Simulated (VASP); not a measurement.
## Rh: single point with LDA

Rh:

```
Rh
1.0
    -1.50418    1.50418    1.50418
     1.50418   -1.50418    1.50418
     1.50418    1.50418   -1.50418
Rh
1
Direct
  0.00000 0.00000 0.00000
```

This isn't the form of Rh at room conditions, which is fcc.

* Program: VASP 6.6.1
* Task: single point
* Functional: LDA
* Potentials or basis: VASP PAW LDA potentials, release 64 (Rh_pv)
* Cutoff: 520 eV
* k mesh: 15 × 15 × 15
* Occupations: fermi-dirac, width 0.1 eV
* Spin: non-collinear spin, zero start, spin-orbit coupling
* Starting moments: [[0.0, 0.0, 0.0]] μB
* Dipole correction: no
* Further INCAR settings: ALGO = Fast; EDIFF = 1e-06; NBANDS = 26

* Pressure: 1.2 GPa
* Net moment: 0.00 μB per cell
* Valence electrons inside the program's atomic spheres: Rh 13.83

Moments on the atoms (μB; x, y, z):
```
Rh  0.00 0.00 0.00
```

Run time: 50 s on 1 thread of Intel(R) Xeon(R) Platinum 8488C (Sapphire Rapids), on a shared host, peak memory 0.18 GiB.
